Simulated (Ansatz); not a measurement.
## Dielectric response of NaF (110) films

Aim: the electronic and static ε of rocksalt NaF (110) from films of several thicknesses in a field.

Calculated with Ansatz 0.2.0; plane-wave DFT, PBEsol, Ansatz PAW.

### Step 1. The starting structure

The cell holds 10 atoms: 5 Na and 5 F. Cell: a = 3.274 Å, b = 4.630 Å, c = 24.548 Å, α = 90.0°, β = 90.0°, γ = 90.0°. It derives from NaF (rocksalt NaF). Vacuum lies along c.

### Step 2. Relaxation, 10 atoms, units 5

The structure is relaxed first, because levels and dipoles at a surface follow the positions of the outer atoms.

input.yaml

```yaml
crystal:
  lattice:
    - [3.2739044, 0.0, 0.0]
    - [0.0, 4.63, 0.0]
    - [0.0, 0.0, 24.5478087938]
  atoms:
    - { symbol: Na, position: [0.5, 0.5, 0.3666315016] }
    - { symbol: F, position: [0.5, 0.0, 0.3666315016] }
    - { symbol: Na, position: [0.0, 0.0, 0.4333157508] }
    - { symbol: F, position: [0.0, 0.5, 0.4333157508] }
    - { symbol: Na, position: [0.5, 0.5, 0.5] }
    - { symbol: F, position: [0.5, 0.0, 0.5] }
    - { symbol: Na, position: [0.0, 0.0, 0.5666842492] }
    - { symbol: F, position: [0.0, 0.5, 0.5666842492] }
    - { symbol: Na, position: [0.5, 0.5, 0.6333684984] }
    - { symbol: F, position: [0.5, 0.0, 0.6333684984] }
kpoints:
  mp_grid: { grid: [8, 6, 1] }
hamiltonian:
  xc: pbesol
scf:
  occupations: { method: fixed }
  convergence: { dr2_threshold: 1.0e-09 }
efield:
  axis: 3
  dipole_correction: true
  ramp_position: 0.97
  ramp_width: 0.06
relax:
  f_tol: 0.003
  max_steps: 100
output:
  write_potential: true
  write_density: true
  volumetric_format: npy
```

The run is started by

```console
ansatz run input.yaml --threads 4 --pin off --max-ram 12288MiB --backend cpu --events-out ev --progress --plain --runs-dir out
```

Numbers of over 12 decimals in the logs are rounded to 6 here.

The program printed:

```text
Engine: ansatz 0.2.0, aarch64-unknown-linux-gnu
Pseudopotentials: kind: paw
Pseudopotential: Na, paw, valence charge 9, recommended cutoff 420 eV (normal), Na.paw.azcp
Pseudopotential: F, paw, valence charge 7, recommended cutoff 420 eV (normal), F.paw.azcp
Functional definition: PBEsol
  exchange = pbesol_x
  correlation = pbesol_c
Crystal: 10 atoms, lattice volume = 372.100 Å³
Basis set: ecut = 420 eV, 7311 PW (Γ), exchange–correlation on 48×64×360 points (8 copies of the dense FFT grid, shifted against one another)
Bands: 50, of which v1, the nominal top of the filled ones, is band 40 counted from 1 (39 counted from 0)
Symmetry: 4 space group operations
k-points: 20 of 48
Non-local potential: Na, projectors of the file, l = 0: 3, l = 1: 2, l = 2: 1
Non-local potential: F, projectors of the file, l = 0: 2, l = 1: 2, l = 2: 1
PAW form: soft (Blöchl's): semilocal exchange-correlation on the pseudo side does not see the compensation charge
PAW frozen core: Na, regenerated for the run's functional, and the local potential with it (the file was generated under x = pbe(κ = 0.804, μ = 0.219515), c = pbe(β = 0.066725))
PAW frozen core: F, regenerated for the run's functional, and the local potential with it (the file was generated under x = pbe(κ = 0.804, μ = 0.219515), c = pbe(β = 0.066725))
PAW one-centre angular grid: Na, 110 points (default); XC on 64 Gauss nodes
PAW one-centre angular grid: F, 110 points (default); XC on 64 Gauss nodes
Initial density: superposition of atomic densities (neutral atoms: chi_scale 0, normalization atom), corrected by the library's trained network
Initial wavefunctions: pseudopotential atomic-orbital guess
Functional: x = pbesol(κ = 0.804, μ = 0.123457), c = pbesol(β = 0.046)
SCF iter   1: F=—  HF=-11393.340219 eV  |F-HF|=—  |Δ(HF+E_count)|=         —  Δρ=6.63e-3  dr2=9.87e-2  ethr=1.77e-3  p=0.000 e·Å  D=9.70e-15 V/Å  ΔV_dip=-0.00 eV  dr2_dipole=1.98e-12  V_vac-E_F(+/−)=5.83/5.83 eV  ⟨swp⟩=5.0  Hψ=3372  notcnv=0  defer=159
efield: sawtooth ramp at fractional position 0.9700 (set: `efield.ramp_position`, or a place that a band, a saddle search or an elastic batch's reference lends), width 0.0600; the density the first Hamiltonian is built on has a dipole p = 0.000 e·Å; the dipole correction subtracts the counter field D = 9.70e-15 V/Å, which shifts the + side's vacuum level by -0.00 eV against the − side's; the planar-averaged density in the ramp window peaks in size at 5.2e-6 e/Å³
preconditioner: auto → Resta (q_TF=auto, 2.112 Å⁻¹)  ε∞=1.6  [insulator: Δε(μ)=4.633 eV  Ē_g=20.109 eV  n_scr=56 (ndim 8)  ℏωp=16.1 eV  f_vac=0.647  ε∞_Penn≈1.6  vacuum switching on, ρ_ref=2.9e-2 e/Å³]
SCF iter   2: F=—  HF=-11393.316145 eV  |F-HF|=—  |Δ(HF+E_count)|=   2.41e-2  Δρ=2.35e-3  dr2=1.09e-2  ethr=1.23e-4  p=0.000 e·Å  D=5.23e-7 V/Å  ΔV_dip=-0.00 eV  dr2_dipole=1.21e-12  V_vac-E_F(+/−)=6.08/6.08 eV  ⟨swp⟩=2.5  Hψ=1817  notcnv=0  defer=160
density mixer auto → msr1: gapped (density of states about μ 0.00 of a free-electron gas's, 56 screened modes)
SCF iter   3: F=—  HF=-11393.313530 eV  |F-HF|=—  |Δ(HF+E_count)|=   2.62e-3  Δρ=2.98e-4  dr2=2.36e-4  ethr=1.37e-5  p=0.000 e·Å  D=2.64e-7 V/Å  ΔV_dip=-0.00 eV  dr2_dipole=1.53e-13  V_vac-E_F(+/−)=6.00/6.00 eV  ⟨swp⟩=3.1  Hψ=1385  notcnv=0  defer=160
SCF iter   4: F=—  HF=-11393.313915 eV  |F-HF|=—  |Δ(HF+E_count)|=   3.85e-4  Δρ=1.01e-4  dr2=2.58e-5  ethr=2.95e-7  p=0.000 e·Å  D=4.20e-8 V/Å  ΔV_dip=-0.00 eV  dr2_dipole=1.17e-15  V_vac-E_F(+/−)=6.00/6.00 eV  ⟨swp⟩=3.1  Hψ=1586  notcnv=0  defer=160
SCF iter   5: F=—  HF=-11393.313959 eV  |F-HF|=—  |Δ(HF+E_count)|=   4.39e-5  Δρ=6.15e-5  dr2=8.85e-6  ethr=3.22e-8  p=0.000 e·Å  D=3.28e-9 V/Å  ΔV_dip=-0.00 eV  dr2_dipole=6.96e-16  V_vac-E_F(+/−)=5.99/5.99 eV  ⟨swp⟩=2.0  Hψ=1314  notcnv=0  defer=160
SCF iter   6: F=—  HF=-11393.313960 eV  |F-HF|=—  |Δ(HF+E_count)|=   1.38e-6  Δρ=7.09e-6  dr2=8.46e-8  ethr=1.11e-8  p=-0.000 e·Å  D=-1.43e-8 V/Å  ΔV_dip=0.00 eV  dr2_dipole=1.19e-16  V_vac-E_F(+/−)=5.99/5.99 eV  ⟨swp⟩=2.0  Hψ=1314  notcnv=0  defer=160
SCF iter   7: F=—  HF=-11393.314031 eV  |F-HF|=—  |Δ(HF+E_count)|=   7.13e-5  Δρ=2.96e-6  dr2=1.90e-8  ethr=1.06e-10  p=-0.000 e·Å  D=-1.39e-8 V/Å  ΔV_dip=0.00 eV  dr2_dipole=6.63e-16  V_vac-E_F(+/−)=5.99/5.99 eV  ⟨swp⟩=2.1  Hψ=1559  notcnv=0  defer=150
SCF iter   8: F=—  HF=-11393.314031 eV  |F-HF|=—  |Δ(HF+E_count)|=  1.02e-10  Δρ=1.25e-6  dr2=3.33e-9  ethr=2.37e-11  p=-0.000 e·Å  D=-4.46e-9 V/Å  ΔV_dip=0.00 eV  dr2_dipole=9.10e-16  V_vac-E_F(+/−)=5.99/5.99 eV  ⟨swp⟩=2.0  Hψ=1436  notcnv=0  defer=151
SCF iter   9: F=-11393.314031 eV  HF=-11393.314031 eV  |F-HF|=5.09e-11  |Δ(HF+E_count)|=  1.27e-10  Δρ=1.72e-7  dr2=6.72e-11  ethr=1.25e-12  p=-0.000 e·Å  D=-1.19e-8 V/Å  ΔV_dip=0.00 eV  dr2_dipole=5.37e-16  V_vac-E_F(+/−)=5.99/5.99 eV  ⟨swp⟩=7.0  Hψ=4877  notcnv=0
SCF 1 converged in 9 iterations: F = -11393.314031 eV  dr2 = 6.72e-11
  greatest PAW one-centre occupation: 0.999 electrons in one spin orbital (limit 2), on the Na atom at site 2 (counted from 0), in its partial waves of l = 0
relax step   1: F+E_penalty+E_count = -11393.31403142 eV  Δ(F+E_penalty+E_count) = +0.000e0 eV  max|allowed force component| = 3.258e-1 eV/Å  Δτ_max = 0.0000 Å  (9 SCF iters, accepted)
Initial density: handed on by an earlier stage of this run
Initial wavefunctions: those handed on with the density
iter 1 solved again at ethr=2.47e-6 eV; its pass at ethr=3.10e-3 eV (dr2=1.98e-3 eV) is discarded
SCF iter   1: F=—  HF=-11393.342467 eV  |F-HF|=—  |Δ(HF+E_count)|=         —  Δρ=6.10e-4  dr2=1.97e-3  ethr=2.47e-6  p=-0.000 e·Å  D=-1.19e-8 V/Å  ΔV_dip=0.00 eV  dr2_dipole=3.21e-16  V_vac-E_F(+/−)=6.03/6.03 eV  ⟨swp⟩=2.5  Hψ=3215  notcnv=0  defer=158
efield: sawtooth ramp at fractional position 0.9700 (set: `efield.ramp_position`, or a place that a band, a saddle search or an elastic batch's reference lends), width 0.0600; the density the first Hamiltonian is built on has a dipole p = -0.000 e·Å; the dipole correction subtracts the counter field D = -1.19e-8 V/Å, which shifts the + side's vacuum level by +0.00 eV against the − side's; the planar-averaged density in the ramp window peaks in size at 5.6e-7 e/Å³
preconditioner: auto → Resta (q_TF=auto, 2.112 Å⁻¹)  ε∞=1.6  [insulator: Δε(μ)=4.975 eV  Ē_g=20.443 eV  n_scr=56 (ndim 8)  ℏωp=16.1 eV  f_vac=0.649  ε∞_Penn≈1.6  vacuum switching on, ρ_ref=3.0e-2 e/Å³]
[...]
SCF iter   7: F=—  HF=-11393.369465 eV  |F-HF|=—  |Δ(HF+E_count)|=   2.63e-7  Δρ=2.52e-6  dr2=9.09e-9  ethr=2.30e-10  p=0.000 e·Å  D=2.69e-8 V/Å  ΔV_dip=-0.00 eV  dr2_dipole=5.25e-16  V_vac-E_F(+/−)=6.23/6.23 eV  ⟨swp⟩=2.0  Hψ=1228  notcnv=0  defer=154  κ⁻¹=1.5e-6(r=6)
SCF iter   8: F=-11393.369465 eV  HF=-11393.369465 eV  |F-HF|=5.77e-10  |Δ(HF+E_count)|=   4.31e-8  Δρ=5.53e-7  dr2=6.21e-10  ethr=1.25e-12  p=0.000 e·Å  D=1.56e-8 V/Å  ΔV_dip=-0.00 eV  dr2_dipole=1.23e-16  V_vac-E_F(+/−)=6.23/6.23 eV  ⟨swp⟩=7.0  Hψ=5346  notcnv=0
SCF 3 converged in 8 iterations: F = -11393.369465 eV  dr2 = 6.21e-10
  greatest PAW one-centre occupation: 0.999 electrons in one spin orbital (limit 2), on the Na atom at site 6 (counted from 0), in its partial waves of l = 0
relax step   3: F+E_penalty+E_count = -11393.36946543 eV  Δ(F+E_penalty+E_count) = -2.402e-2 eV  max|allowed force component| = 3.436e-2 eV/Å  Δτ_max = 0.0641 Å  (8 SCF iters, accepted)
[...]
relax step   4: F+E_penalty+E_count = -11393.36998103 eV  Δ(F+E_penalty+E_count) = -5.156e-4 eV  max|allowed force component| = 5.741e-3 eV/Å  Δτ_max = 0.0144 Å  (7 SCF iters, accepted)
SCF iter   1: F=—  HF=-11393.369934 eV  |F-HF|=—  |Δ(HF+E_count)|=         —  Δρ=5.77e-5  dr2=3.10e-5  ethr=2.38e-7  p=-0.000 e·Å  D=-1.74e-9 V/Å  ΔV_dip=0.00 eV  dr2_dipole=2.02e-15  V_vac-E_F(+/−)=6.24/6.24 eV  ⟨swp⟩=2.0  Hψ=1660  notcnv=0  defer=160
efield: sawtooth ramp at fractional position 0.9700 (set: `efield.ramp_position`, or a place that a band, a saddle search or an elastic batch's reference lends), width 0.0600; the density the first Hamiltonian is built on has a dipole p = -0.000 e·Å; the dipole correction subtracts the counter field D = -1.74e-9 V/Å, which shifts the + side's vacuum level by +0.00 eV against the − side's; the planar-averaged density in the ramp window peaks in size at 4.8e-6 e/Å³
preconditioner: auto → Resta (q_TF=auto, 2.112 Å⁻¹)  ε∞=1.6  [insulator: Δε(μ)=4.961 eV  Ē_g=20.438 eV  n_scr=56 (ndim 8)  ℏωp=16.1 eV  f_vac=0.652  ε∞_Penn≈1.6  vacuum switching on, ρ_ref=3.0e-2 e/Å³]
SCF iter   2: F=—  HF=-11393.369921 eV  |F-HF|=—  |Δ(HF+E_count)|=   1.29e-5  Δρ=2.14e-5  dr2=3.64e-6  ethr=3.87e-8  p=-0.000 e·Å  D=-1.72e-8 V/Å  ΔV_dip=0.00 eV  dr2_dipole=4.49e-15  V_vac-E_F(+/−)=6.23/6.23 eV  ⟨swp⟩=2.0  Hψ=1460  notcnv=0  defer=84  κ⁻¹=1.0e0(r=1)
density mixer auto → broyden: gapped, where msr1 would fit the directions that read negative (density of states about μ 0.00 of a free-electron gas's, 56 screened modes)
SCF iter   3: F=—  HF=-11393.369992 eV  |F-HF|=—  |Δ(HF+E_count)|=   7.06e-5  Δρ=5.49e-6  dr2=5.62e-8  ethr=4.55e-9  p=-0.000 e·Å  D=-5.04e-8 V/Å  ΔV_dip=0.00 eV  dr2_dipole=1.09e-15  V_vac-E_F(+/−)=6.23/6.23 eV  ⟨swp⟩=2.0  Hψ=1224  notcnv=0  defer=79  κ⁻¹=1.1e-2(r=2)
SCF iter   4: F=—  HF=-11393.369992 eV  |F-HF|=—  |Δ(HF+E_count)|=   4.24e-8  Δρ=2.48e-6  dr2=1.19e-8  ethr=7.02e-11  p=-0.000 e·Å  D=-4.03e-8 V/Å  ΔV_dip=0.00 eV  dr2_dipole=5.86e-15  V_vac-E_F(+/−)=6.23/6.23 eV  ⟨swp⟩=2.0  Hψ=1258  notcnv=0  defer=79  κ⁻¹=1.2e-3(r=3)
SCF iter   5: F=-11393.369992 eV  HF=-11393.369992 eV  |F-HF|=3.46e-10  |Δ(HF+E_count)|=   1.65e-8  Δρ=4.04e-7  dr2=1.97e-10  ethr=1.25e-12  p=0.000 e·Å  D=1.64e-10 V/Å  ΔV_dip=-0.00 eV  dr2_dipole=2.89e-17  V_vac-E_F(+/−)=6.23/6.23 eV  ⟨swp⟩=5.0  Hψ=5352  notcnv=0
SCF 5 converged in 5 iterations: F = -11393.369992 eV  dr2 = 1.97e-10
relax step   5: F+E_penalty+E_count = -11393.36999158 eV  Δ(F+E_penalty+E_count) = -1.055e-5 eV  max|allowed force component| = 8.499e-4 eV/Å  Δτ_max = 0.0015 Å  (5 SCF iters, accepted)
NSCF: frozen V_eff on 20 k-points
the band table was solved once a step of the walk had ended and its energy, with any forces and stress, was formed, with the checks that follow a solve (5488 applications of the Hamiltonian). They found nothing against the state; the energy, forces and stress were not computed again (output.eigenvalues in the input reference)
WARN: The output density's exchange-correlation potential varies sharply where the density is thin. Do not read a vacuum level from v_tot or v_xc, or from such a field of the output density. On a cell that repeats whose density bears no net charge and no dipole along the vacuum's axis use v_es (v_loc + v_h of the components); under efield.dipole_correction with no amplitude use v_es + v_field, which holds any externa [...]
SCF converged after 5 iterations
Stability not checked: this state was not tested for a lower state beside it, because the mixer in use, unlike msr1, does not test its closes by its own steps (another_mixer; see scf.mixing.algorithm and scf.lower_state_search)
Free energy (F): -11393.369992 eV
Harris-Foulkes:  -11393.369992 eV  (|F-HF|=3.46e-10)
Internal energy: -11393.369992 eV  (E = F + TS)
E sigma→0 (E₀):  -11393.369992 eV
Fermi energy:    -3.602035 eV
Dipole field:    D = -0.000000 V/Å  (p = -0.000000 e·Å, saw-weighted, corrected)
Work function:   Φ+ = 6.2329 eV   Φ− = 6.2329 eV
Levels:          The Fermi level and band energies are counted from a zero that moves with the ramp; work functions are not
--- Per-component energies (eV) ---
  E_band       = -1583.966835
  E_kinetic    = 1640.761416
  E_local      = -80094.198361  (includes V_loc(G=0)·N_el)
  E_nonlocal   = 948.936422
  E_hartree    = 38602.225678
  E_xc         = -589.732687
  E_vxc        = -761.229052  (∫ρ·V_xc dr)
  E_paw        = -2234.907489  (= ΣΔE_a)
  E_vpaw       = -522.699919  (= ΣTr[D̂ρ^β])
  E_aug_tail   = 0.009924  (compensation charges beyond the density's cutoff)
  E_efield     = 0.000000  (sawtooth field / dipole correction)
  E_vefield    = 0.000000  (∫n·V_field dr)
  E_ewald      = 30333.049422
  E_core_change = 0.485682  (= ΣΔE_core)
  E_smearing   = -0.000000  (= −TS)
  E_closure    = 0.000000  (closes the sum)
  Σ components = -11393.369992   (vs F -11393.369992, Δ=0.00e0)
--- Forces (eV/Å), atoms counted from 1 ---
  atom   1  Na     0.00000000     0.00000000     0.00084995
  atom   2  F      0.00000000     0.00000000    -0.00077715
  atom   3  Na     0.00000000     0.00000000     0.00032938
  atom   4  F      0.00000000     0.00000000     0.00016444
  atom   5  Na     0.00000000     0.00000000    -0.00000002
  atom   6  F      0.00000000     0.00000000     0.00000004
  atom   7  Na     0.00000000     0.00000000    -0.00032940
  atom   8  F      0.00000000     0.00000000    -0.00016442
  atom   9  Na     0.00000000     0.00000000    -0.00084985
  atom  10  F      0.00000000     0.00000000     0.00077714
  max |Σ_I F_I| component: 1.03e-7 eV/Å
--- Band table (eV; the first three rows and the last of 20) ---
  k-point 0: bands = [... 36 lower, -4.1221, -3.9397, -3.6034, -3.6020, 1.3564, 1.5586, 2.6173, 3.0970, ... 6 higher]
  k-point 1: bands = [... 36 lower, -4.0862, -3.9373, -3.6079, -3.6068, 1.6097, 1.7698, 2.8330, 3.3071, ... 6 higher]
  k-point 2: bands = [... 36 lower, -4.0461, -3.9321, -3.6168, -3.6163, 2.2606, 2.3477, 3.4584, 3.9255, ... 6 higher]
  k-point 19: bands = [... 36 lower, -4.2284, -4.2256, -3.9698, -3.8767, 5.2522, 5.3739, 6.4423, 6.4434, ... 6 higher]
--- Relaxed structure (5 steps of the walk, 5 accepted, 0 SCFs on fresh bases) ---
  F+E_penalty+E_count = -11393.36999158 eV   max|allowed force component| = 8.499e-4 eV/Å
  atoms:
    - { symbol: Na, position: [0.5, 0.5, 0.370920] }
    - { symbol: F, position: [0.5, 0.0, 0.369116] }
    - { symbol: Na, position: [0.0, 0.0, 0.431771] }
    - { symbol: F, position: [0.0, 0.5, 0.432561] }
    - { symbol: Na, position: [0.5, 0.5, 0.500000] }
    - { symbol: F, position: [0.5, 0.0, 0.500000] }
    - { symbol: Na, position: [0.0, 0.0, 0.568229] }
    - { symbol: F, position: [0.0, 0.5, 0.567439] }
    - { symbol: Na, position: [0.5, 0.5, 0.629080] }
    - { symbol: F, position: [0.5, 0.0, 0.630884] }
```

It took 35 s on 4 threads of Arm Neoverse V1, shared host; peak memory 0.83 GiB; 2.3 min of CPU time.

The steps of the relaxation:

```tsv
step	energy less that of the first step (eV)	largest force component (eV/Å)
1	0.0000	0.3258
2	-0.0314	0.1742
3	-0.0554	0.0344
4	-0.0559	0.0057
5	-0.0560	0.0008
```

The run keeps the 4 symmetry operations that it works with, so distortions that break them were not tested.

The atoms that moved most (Å):

```tsv
atom	dx	dy	dz	length
Na9	0.000	0.000	-0.105	0.105
Na1	0.000	0.000	0.105	0.105
F2	0.000	0.000	0.061	0.061
F10	0.000	0.000	-0.061	0.061
Na7	0.000	0.000	0.038	0.038
Na3	0.000	0.000	-0.038	0.038
F4	0.000	0.000	-0.019	0.019
F8	0.000	0.000	0.019	0.019
```

Numbers from this step:

```yaml
gap_on_the_k_mesh: 4.958 eV
dipole_along_the_normal: -1.06e-8 e·Å
ionisation_energy_upper_face: 6.233 eV
electron_affinity_upper_face: 1.274 eV
```

Running mean over 1.637 Å of the planar mean; the ramp of the sawtooth is left out. Table of electron's electrostatic potential energy less the highest filled level by z:

```tsv
z (Å)	electron's electrostatic potential energy less the highest filled level (eV)
3.5	6.23
4.0	6.23
4.5	6.23
5.0	6.23
5.5	6.23
6.0	6.23
6.5	6.22
7.0	6.19
7.5	6.02
8.0	4.76
8.5	2.00
9.0	0.581
9.5	0.0170
10.0	-0.183
10.5	0.311
11.0	0.511
11.5	0.617
12.0	0.513
12.5	0.506
13.0	0.614
13.5	0.529
14.0	0.336
14.5	-0.150
15.0	-0.0426
15.5	0.536
16.0	1.76
16.5	4.55
17.0	5.97
17.5	6.18
18.0	6.22
18.5	6.23
19.0	6.23
19.5	6.23
20.0	6.23
20.5	6.23
21.0	6.23
21.5	6.23
```

The relaxation took 5 steps and lowered the energy by 0.056 eV; the largest force on the free atoms ends at 8.5e-4 eV/Å.

The gap is 4.96 eV, with the valence edge 6.23 eV and the conduction edge 1.27 eV under the upper vacuum level.

(Part 1 of 5 ends here.)

[Logs are printed without paths, hosts, clocks, repeated set-up lines and the standing remarks that a program may print on its own settings, such as how far it seeks lower states.]

[Hosts, paths, dates, database ids (printed as entryN), source tags and the programs' standing remarks are cut or masked in the printed files.]

[Maps of the electrostatic potential energy from Ansatz leave out the sawtooth potential of an applied field or a dipole correction, so their vacuum need not be flat; planar profiles and work functions include it.]
